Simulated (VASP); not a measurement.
# KCl: convergence, band structure

KCl, Pm-3m (no. 221), 2 atoms in the cell. LDA; PAW potentials K_sv, Cl (LDA set). VASP 6.6.1.

Wanted: band energies at the path's corners within 0.02 eV; smallest gap over path and mesh within 0.01 eV.

What the run is for: bands; Accuracy asked: standard; Route: fixed density (ICHARG 11).

Band energies at the path's corners: counted from the valence top.

POSCAR:
```
KCl
1.0
    3.8391960000      0.0000000000      0.0000000000
    0.0000000000      3.8391960000      0.0000000000
    0.0000000000      0.0000000000      3.8391960000
K Cl
1 1
Direct
    0.0000000000      0.0000000000      0.0000000000
    0.5000000000      0.5000000000      0.5000000000
```

The series start from Plane-wave cutoff (eV): 300; k-point mesh: 5 × 5 × 5; k points a path segment: 12; Electronic threshold (eV): 1e-6; Precision mode (PREC): Accurate; Bands in all (NBANDS): 20. Each series keeps the choices made before it, and each single choice may use up half of a tolerance. Times cover all steps of a run.

## Plane-wave cutoff (eV)

| Plane-wave cutoff (eV) | Band energies at the path's corners, largest deviation (eV) | Smallest gap over path and mesh (eV) | Time (s) |
|---|---|---|---|
| 210 | 0.040 | 4.383 | 12 |
| 260 | 0.011 | 4.368 | 15 |
| 300 | 0.004 | 4.368 | 19 |
| 340 | 0.001 | 4.369 | 20 |
| 420 | 0.001 | 4.367 | 33 |
| 520 (reference) | 0.000 | 4.368 | 52 |

Chosen: 300, the loosest value from which every tighter one stays within half of the tolerance.

## k-point mesh

| k-point mesh | Band energies at the path's corners, largest deviation (eV) | Smallest gap over path and mesh (eV) | Time (s) |
|---|---|---|---|
| 2 × 2 × 2 | 0.178 | 4.242 | 13 |
| 3 × 3 × 3 | 0.023 | 4.352 | 12 |
| 4 × 4 × 4 | 0.004 | 4.365 | 17 |
| 5 × 5 × 5 | 0.001 | 4.368 | 19 |
| 6 × 6 × 6 | 0.000 | 4.368 | 16 |
| 7 × 7 × 7 (reference) | 0.000 | 4.369 | 17 |

Chosen: 4 × 4 × 4.

## Electronic threshold (eV)

| Electronic threshold (eV) | Band energies at the path's corners, largest deviation (eV) | Smallest gap over path and mesh (eV) | Time (s) |
|---|---|---|---|
| 0.001 | 0.002 | 4.360 | 8.1 |
| 0.0001 | 0.002 | 4.364 | 7.1 |
| 1e-5 | 0.001 | 4.364 | 9.8 |
| 1e-6 | 0.000 | 4.365 | 9.3 |
| 1e-7 (reference) | 0.000 | 4.365 | 11 |

Chosen: 0.0001.

## Precision mode (PREC)

| Precision mode (PREC) | Band energies at the path's corners, largest deviation (eV) | Smallest gap over path and mesh (eV) | Time (s) |
|---|---|---|---|
| SingleN | 0.002 | 4.365 | 4.6 |
| Normal | 0.000 | 4.364 | 5.3 |
| Accurate (reference) | 0.000 | 4.364 | 7.1 |

Chosen: SingleN.

## Bands in all (NBANDS)

| Bands in all (NBANDS) | Band energies at the path's corners, largest deviation (eV) | Smallest gap over path and mesh (eV) | Time (s) |
|---|---|---|---|
| 10 | 0.011 | 4.367 | 3.3 |
| 11 | 0.004 | 4.368 | 3.6 |
| 12 | 0.002 | 4.367 | 3.6 |
| 14 | 0.001 | 4.366 | 3.9 |
| 20 | 0.001 | 4.365 | 4.6 |
| 30 (reference) | 0.000 | 4.362 | 6.1 |

Chosen: 12.

Also changed on the way, by series that aren't shown: k points a path segment: 5.

## All choices together

| Input | Band energies at the path's corners, largest deviation (eV) | Smallest gap over path and mesh (eV) | Time (s) |
|---|---|---|---|
| the program's defaults (naive) | 0.010 | 4.365 | 6.3 |
| chosen settings | 0.004 | 4.367 | 3.6 |
| reference settings throughout | 0.000 | 4.369 | 159 |

The tolerance is met.

## The input

INCAR.step1:
```
SYSTEM = KCl
  GGA = CA
  ISMEAR = 0
  SIGMA = 0.03
  LWAVE = .False.
  LCHARG = .True.
  NBANDS = 12
  PREC = SingleN
  LASPH = .True.
  LREAL = .False.
  ALGO = Normal
  EDIFF = 1E-4
  NELM = 120
  GGA_COMPAT = .False.
  ENCUT = 300
  EFERMI = MIDGAP
```

INCAR.step2, as INCAR.step1 but for:
```
- LCHARG = .True.
+ LCHARG = .False.
+ ICHARG = 11
```

KPOINTS.step1:
```
Automatic mesh
0
Gamma
  4 4 4
  0 0 0
```

KPOINTS.step2:
```
path GXMGRX,MR
5
line-mode
reciprocal
 0.0000000000  0.0000000000  0.0000000000  G
 0.0000000000  0.5000000000  0.0000000000  X

 0.0000000000  0.5000000000  0.0000000000  X
 0.5000000000  0.5000000000  0.0000000000  M

 0.5000000000  0.5000000000  0.0000000000  M
 0.0000000000  0.0000000000  0.0000000000  G

 0.0000000000  0.0000000000  0.0000000000  G
 0.5000000000  0.5000000000  0.5000000000  R

 0.5000000000  0.5000000000  0.5000000000  R
 0.0000000000  0.5000000000  0.0000000000  X

 0.5000000000  0.5000000000  0.0000000000  M
 0.5000000000  0.5000000000  0.5000000000  R
```

Commands (each step's output is kept before the next begins):
```
cat potpaw_LDA.64/K_sv/POTCAR potpaw_LDA.64/Cl/POTCAR > POTCAR
cp INCAR.step1 INCAR
cp KPOINTS.step1 KPOINTS
mpirun -np 1 vasp_std > vasp.out
cp INCAR.step2 INCAR
cp KPOINTS.step2 KPOINTS
mpirun -np 1 vasp_std > vasp.out
```

The naive input happens to agree within the tolerance here, in 6.3 s.

Limits: LDA gaps are mostly well below measured ones.

The chosen input took VASP 6.6.1 3.6 s on 1 core (Intel Xeon Platinum 8488C (Sapphire Rapids)), a shared host.

## An input that fails: cutoff far too low

It runs to its end, but against the unchanged starting input it is off by 0.213 eV in the band energies at the path's corners, 0.181 eV in the smallest gap over path and mesh.

Changes against the starting input:
```
(all steps)
- NELM = 120
- ENCUT = 300
+ NELM = 85
+ ENCUT = 140
```
